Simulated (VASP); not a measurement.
A run of VASP 6.6.1 is set up as follows.

Contents of INCAR:

```
PREC = Accurate
ENCUT = 400
EDIFF = 1E-7
ISMEAR = 0
SIGMA = 0.02
LREAL = F
LASPH = T
NELM = 100
ALGO = Normal
ISIF = 3
LWAVE = F
LCHARG = F
GGA = PS
IBRION = 2
NSW = 60
EDIFFG = -0.003
PSTRESS = 20
```

File KPOINTS:

```
regular mesh
0
Gamma
  12 12 6
```

POSCAR

```
HfS2
1.0
    3.6396641800      0.0000000000      0.0000000000
   -1.8198320900      3.1520416411      0.0000000000
    0.0000000000      0.0000000000      6.0555624700
Hf S
1 2
Direct
    0.0000000000      0.0000000000      0.0000000000
    0.6666666700      0.3333333300      0.7639520500
    0.3333333300      0.6666666700      0.2360479500
```

Potentials or basis: VASP PAW PBE potentials, release 64 (Hf_pv, S).

The run is started by

```bash
$ cat potpaw_PBE.64/Hf_pv/POTCAR potpaw_PBE.64/S/POTCAR > POTCAR
$ mpirun -np 1 vasp_std > vasp.out
```

(1) What does it give for the relaxed volume?

(2) What does it give for the space group after relaxing (to 0.05 Å)?

## Answers

(1) 20.54 Å³/atom.

(2) P-3m1 (No. 164).

Caveat: the cell is relaxed towards a set pressure, so the enthalpy falls and the energy may rise; the PAW data sets were made with another functional, which shifts forces and pressure a little; this functional lacks dispersion, which binds the layers, so the pressure and a relaxed spacing across them are unreliable.
